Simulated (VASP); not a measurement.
# Al in VASP: relaxation of the atoms with PBE

Aim: the relaxation of the atoms of Al with PBE.

All numbers are computed with VASP 6.6.1; they aren't measurements. Logs are shortened: lines on timing, memory, paths and dates and some standing lists are left out, and cuts for length are marked.

## (1) Starting point

The cell holds a slab with vacuum, 4 atoms: a = 2.912 Å, b = 2.912 Å, c = 30.152 Å, α = 90.00°, β = 90.00°, γ = 90.00°.

The cell was built by a generator and needn't be a form met in nature.

## (2) Relaxation of the atoms, PBE

INCAR reads:

```
  PREC = Accurate
  ENCUT = 520
  EDIFF = 1E-6
  ISMEAR = 1
  SIGMA = 0.1
  LREAL = F
  LASPH = T
  NELM = 120
  ALGO = Normal
  ISIF = 2
  LWAVE = F
  LCHARG = F
  LDIPOL = T
  IDIPOL = 3
  DIPOL = 0.5 0.5 0.500
  GGA = PE
  IBRION = 2
  NSW = 90
  EDIFFG = -0.02
  KPAR = 2
```

KPOINTS reads:

```
Automatic mesh
0
Gamma
  11 11 1
```

POSCAR reads:

```
Al
1.0
    2.9124880100      0.0000000000      0.0000000000
    0.0000000000      2.9124880100      0.0000000000
    0.0000000000      0.0000000000     30.1521983600
Al
4
Direct
    0.0000000000      0.0000000000      0.4012510100
    0.5000000000      0.5000000000      0.4670847800
    0.0000000000      0.0000000000      0.5329185500
    0.5000000000      0.5000000000      0.5987489900
```

Potentials or basis: VASP PAW PBE potentials, release 64 (Al).

Run with:

```
$ cat potpaw_PBE.64/Al/POTCAR > POTCAR
$ mpirun -np 2 vasp_std > vasp.out
```

OUTCAR:

```text
PREC = Accurate
   ENCUT = 520
   EDIFF = 1E-6
   ISMEAR = 1
   LREAL = F
   LASPH = T
   NELM = 120
   ISIF = 2
   GGA = PE
   IBRION = 2
   NSW = 90
   EDIFFG = -0.02

 ion  position               nearest neighbor table
   1  0.000  0.000  0.401-   2 2.86   2 2.86   2 2.86   2 2.86
   2  0.500  0.500  0.467-   1 2.86   3 2.86   1 2.86   3 2.86   1 2.86   3 2.86   1 2.86   3 2.86

   3  0.000  0.000  0.533-   4 2.86   4 2.86   4 2.86   4 2.86   2 2.86   2 2.86   2 2.86   2 2.86

   4  0.500  0.500  0.599-   3 2.86   3 2.86   3 2.86   3 2.86

  LATTYP: Found a simple tetragonal cell.
 ALAT       =     2.9124880100
 C/A-ratio  =    10.3527287517

  Lattice vectors:

 A1 = (   2.9124880100,   0.0000000000,   0.0000000000)
 A2 = (   0.0000000000,   2.9124880100,   0.0000000000)
 A3 = (   0.0000000000,   0.0000000000,  30.1521983600)

Analysis of symmetry for initial positions (statically):
=====================================================================
 Subroutine PRICEL returns:
 Original cell was already a primitive cell.

 Routine SETGRP: Setting up the symmetry group for a
 simple tetragonal supercell.

 Subroutine GETGRP returns: Found 16 space group operations
 (whereof  8 operations were pure point group operations)
 out of a pool of 16 trial point group operations.

The static configuration has the point symmetry C_4v.
 The point group associated with its full space group is D_4h.

Analysis of symmetry for dynamics (positions and initial velocities):
=====================================================================
 Subroutine PRICEL returns:
 Original cell was already a primitive cell.

 Routine SETGRP: Setting up the symmetry group for a
 simple tetragonal supercell.

 Subroutine GETGRP returns: Found 16 space group operations
 (whereof  8 operations were pure point group operations)
 out of a pool of 16 trial point group operations.

The dynamic configuration has the point symmetry C_4v.
 The point group associated with its full space group is D_4h.

 Subroutine INISYM returns: Found 16 space group operations
 (whereof  8 operations are pure point group operations),
 and found     1 'primitive' translations

----------------------------------------------------------------------------------------

                                     Primitive cell

  volume of cell :     255.7686

  direct lattice vectors                    reciprocal lattice vectors
     2.912488010  0.000000000  0.000000000     0.343349053  0.000000000  0.000000000
     0.000000000  2.912488010  0.000000000     0.000000000  0.343349053  0.000000000
     0.000000000  0.000000000 30.152198360     0.000000000  0.000000000  0.033165078

  length of vectors
     2.912488010  2.912488010 30.152198360     0.343349053  0.343349053  0.033165078

  position of ions in fractional coordinates (direct lattice)
     0.000000000  0.000000000  0.401251010
     0.500000000  0.500000000  0.467084780
     0.000000000  0.000000000  0.532918550
     0.500000000  0.500000000  0.598748990

  ion indices of the primitive-cell ions
   primitive index   ion index
                 1           1
                 2           2
                 3           3
                 4           4

----------------------------------------------------------------------------------------

 KPOINTS: Automatic mesh

Automatic generation of k-mesh.
 Grid dimensions read from file:
 generate k-points for:   11   11    1

 Generating k-lattice:

  Cartesian coordinates                     Fractional coordinates (reciprocal lattice)
     0.031213550  0.000000000  0.000000000     0.090909091  0.000000000  0.000000000
     0.000000000  0.031213550  0.000000000     0.000000000  0.090909091  0.000000000
     0.000000000  0.000000000  0.033165078     0.000000000  0.000000000  1.000000000

  Length of vectors
     0.031213550  0.031213550  0.033165078

  Shift w.r.t. Gamma in fractional coordinates (k-lattice)
     0.000000000  0.000000000  0.000000000

 Subroutine IBZKPT returns following result:
 ===========================================

 Found     21 irreducible k-points:

 Following reciprocal coordinates:
            Coordinates               Weight
  0.000000  0.000000  0.000000      1.000000
  0.090909  0.000000  0.000000      4.000000
  0.181818  0.000000  0.000000      4.000000
  0.272727  0.000000  0.000000      4.000000
  0.363636  0.000000  0.000000      4.000000
  0.454545  0.000000  0.000000      4.000000
[... 13 lines left out ...]
  0.454545  0.363636  0.000000      8.000000
  0.454545  0.454545  0.000000      4.000000
   k-points           NKPTS =     21   k-points in BZ     NKDIM =     21   number of bands    NBANDS=     10
   number of dos      NEDOS =    301   number of ions     NIONS =      4
   total plane-waves  NPLWV = 129024
   dimension x,y,z NGX =    24 NGY =   24 NGZ =  224
   dimension x,y,z NGXF=    48 NGYF=   48 NGZF=  448
   ions per type =               4
   NGX,Y,Z   is equivalent  to a cutoff of  13.70, 13.70, 12.35 a.u.
   NGXF,Y,Z  is equivalent  to a cutoff of  27.40, 27.40, 24.70 a.u.
 SYSTEM =  unknown system
   PREC   = accura    normal or accurate (medium, high low for compatibility)
   ISTART =      0    job   : 0-new  1-cont  2-samecut
   ICHARG =      2    charge: 1-file 2-atom 10-const
   ISPIN  =      1    spin polarized calculation?
   LNONCOLLINEAR =      F non collinear calculations
   LSORBIT =      F    spin-orbit coupling
   LASPH  =      T    aspherical Exc in radial PAW
   ENCUT  =  520.0 eV  38.22 Ry    6.18 a.u.   5.42  5.42 56.06*2*pi/ulx,y,z
   NELM   =    120;   NELMIN=  2; NELMDL= -5     # of ELM steps
   EDIFF  = 0.1E-05   stopping-criterion for ELM
   LREAL  =      F    real-space projection
   EDIFFG = -.2E-01   stopping-criterion for IOM
   NSW    =     90    number of steps for IOM
   IBRION =      2    ionic relax: 0-MD 1-quasi-New 2-CG
   NFREE  =      1    steps in history (QN), initial steepest desc. (CG)
   ISIF   =      2    stress and relaxation
   ISYM   =      2    0-nonsym 1-usesym 2-fastsym
   POTIM  = 0.5000    time-step for ionic-motion
   TEBEG  =    0.0;   TEEND  =   0.0 temperature during run
   PSTRESS=    0.0 pullay stress
   NELECT =      12.0000    total number of electrons
   NUPDOWN=      -1.0000    fix difference up-down
   EMIN   =  10.00;   EMAX   =-10.00  energy-range for DOS
   EFERMI =   0.00;   METHOD = LEGACY
   ISMEAR =     1;   SIGMA  =   0.10  broadening in eV -4-tet -1-fermi 0-gaus
   EFERMI_NEDOS =   21; number of points for ismear=-14 and -15
   IALGO  =     38    algorithm
   IMIX   =      4    mixing-type and parameters
     AMIX     =   0.40;   BMIX     =  1.00
     AMIX_MAG =   1.60;   BMIX_MAG =  1.00
  volume/ion in A,a.u.               =      63.94       431.50
  Fermi-wavevector in a.u.,A,eV,Ry     =   0.590454  1.115796  4.743482  0.348636
  Thomas-Fermi vector in A             =   1.638502
   LORBIT       =      0    0 simple, 1 ext, 2 COOP (PROOUT), +10 PAW based schemes
   GGA     = PE    functional components
   LHFCALC =     F    Hartree Fock is set to
   AEXX    =    0.0000 exact exchange contribution
   IVDW    =     0    specifies the selected vdW correction
   LEPSILON=     F    determine dielectric tensor
   LRPA    =     F    only Hartree local field effects (RPA)
 conjugate gradient relaxation of ions
 non-spin polarized calculation
 Methfessel and Paxton  Order N= 1 SIGMA  =   0.10
  energy-cutoff  :      520.00
  volume of cell :      255.77
 maximum number of plane-waves:      6945
 NGX is ok and might be reduce to    24
   NGX = 11   NGY = 11   NGZ =113

--------------------------------------- Ionic step        1  -------------------------------------------

 number of electron      12.0000000 magnetization

 Free energy of the ion-electron system (eV)
  ---------------------------------------------------
  ext. energy  EPLUGINS =         0.00000000
  ---------------------------------------------------
  free energy    TOTEN  =       -13.86914190 eV

  energy without entropy =      -13.86514943  energy(sigma->0) =      -13.86781108

------------------------ aborting loop because EDIFF is reached ----------------------------------------

  FORCE on cell =-STRESS in cart. coord.  units (eV):
  Direction    XX          YY          ZZ          XY          YZ          ZX
  --------------------------------------------------------------------------------------
  -------------------------------------------------------------------------------------
  Total       -2.6886904     -2.6886904      0.8018538      0.0000000     -0.0000000      0.0000000
  in kB      -16.8424050    -16.8424050      5.0229461      0.0000000     -0.0000000      0.0000000
  external PRESSURE =      -9.5539546 kB  Pullay stress =       0.0000000 kB
[... 289 lines left out ...]
  energy  without entropy=      -13.8978116242  energy(sigma->0) =      -13.89697512

--------------------------------------- Ionic step        9  -------------------------------------------

 number of electron      12.0000000 magnetization

 dipolmoment           0.000000      0.000000     -0.000305 electrons x Angstroem

 Free energy of the ion-electron system (eV)
  ---------------------------------------------------
  ext. energy  EPLUGINS =         0.00000000
  ---------------------------------------------------
  free energy    TOTEN  =       -13.89684656 eV

  energy without entropy =      -13.89818106  energy(sigma->0) =      -13.89729139

 E-fermi :  -1.0507     XC(G=0):  -3.4031

 val. band max:       -1.0676377211   @ k =   0.3636   0.0909   0.0000
 cond. band min:      -0.9789150941   @ k =   0.2727   0.0909   0.0000
 fundamental gap:      0.0887226270
 Fermi energy:        -1.0507106765

 k-point     1 :       0.0000    0.0000    0.0000
  band No.  band energies     occupation
      1     -11.3938      2.00000
      2     -10.0174      2.00000
      3      -8.0099      2.00000
      4      -5.2619      2.00000
      5      -2.9528      2.00000
      6       0.3899     -0.00000
      7       2.3812      0.00000
      8       3.1279      0.00000
      9       3.3272      0.00000
     10       4.0307      0.00000
[... 248 lines left out ...]
 k-point    21 :       0.4545    0.4545    0.0000
  band No.  band energies     occupation
      1      -4.4281      2.00000
      2      -3.4023      2.00000
      3      -3.1158      2.00000
      4      -2.1702      2.00000
      5      -2.1142      2.00000
      6      -1.2177      2.03980
      7      -1.1962      2.05919
      8      -0.7643     -0.00039
      9      -0.2527     -0.00000
     10       0.1690     -0.00000

------------------------ aborting loop because EDIFF is reached ----------------------------------------

 vacuum level on the upper side and lower side of the slab       (xc-potential included)        -0.008        -0.002

  FORCE on cell =-STRESS in cart. coord.  units (eV):
  Direction    XX          YY          ZZ          XY          YZ          ZX
  --------------------------------------------------------------------------------------
  -------------------------------------------------------------------------------------
  Total       -3.5673147     -3.5673147     -0.0551231      0.0000000      0.0000000      0.0000000
  in kB      -22.3462543    -22.3462543     -0.3453004      0.0000000      0.0000000      0.0000000
  external PRESSURE =     -15.0126030 kB  Pullay stress =       0.0000000 kB

 VOLUME and BASIS-vectors are now :
 -----------------------------------------------------------------------------
  energy-cutoff  :      520.00
  volume of cell :      255.77
      direct lattice vectors                 reciprocal lattice vectors
     2.912488010  0.000000000  0.000000000     0.343349053  0.000000000  0.000000000
     0.000000000  2.912488010  0.000000000     0.000000000  0.343349053  0.000000000
     0.000000000  0.000000000 30.152198360     0.000000000  0.000000000  0.033165078
[... 10 lines left out ...]
  FREE ENERGIE OF THE ION-ELECTRON SYSTEM (eV)
  ---------------------------------------------------
  free  energy   TOTEN  =       -13.8968465641 eV

  energy  without entropy=      -13.8981810561  energy(sigma->0) =      -13.89729139

 reached required accuracy - stopping structural energy minimisation

 vacuum level on the upper side and lower side of the slab         3.255         3.262
```

It took 2.7 min on 2 MPI ranks of Intel Xeon Platinum 8488C (Sapphire Rapids), shared host; peak memory 0.36 GiB.

What came out:

```yaml
Free_energy: -13.8968 eV
Energy_gained_by_relaxing: 6.9 meV/atom
Ionic_steps: 9
Largest_force_after_relaxing: 0.012 eV/Å
Band_gap_on_the_k_mesh: none (metal or under the smearing width)
```

Forces in eV/Å, atoms in the order of the input:
```
Al   0.000  0.000  0.012
Al   0.000  0.000 -0.012
Al   0.000  0.000  0.012
Al   0.000  0.000 -0.012
```

The path:
```tsv
step	energy change (eV)	largest force (eV/Å)	pressure (GPa)
1	0.0000	0.1336	-0.96
2	-0.0017	0.1292	-0.98
3	-0.0066	0.1244	-1.07
4	-0.0163	0.1189	-1.24
5	-0.0243	0.1228	-1.53
6	-0.0251	0.1202	-1.45
7	-0.0274	0.0293	-1.52
8	-0.0274	0.0280	-1.52
9	-0.0277	0.0121	-1.50
```

Final structure:
```
Al
1.0
     2.91249    0.00000    0.00000
     0.00000    2.91249    0.00000
     0.00000    0.00000   30.15220
Al
4
Direct
  0.00000 0.00000 0.39699
  0.50000 0.50000 0.46630
  0.00000 0.00000 0.53371
  0.50000 0.50000 0.60301
```
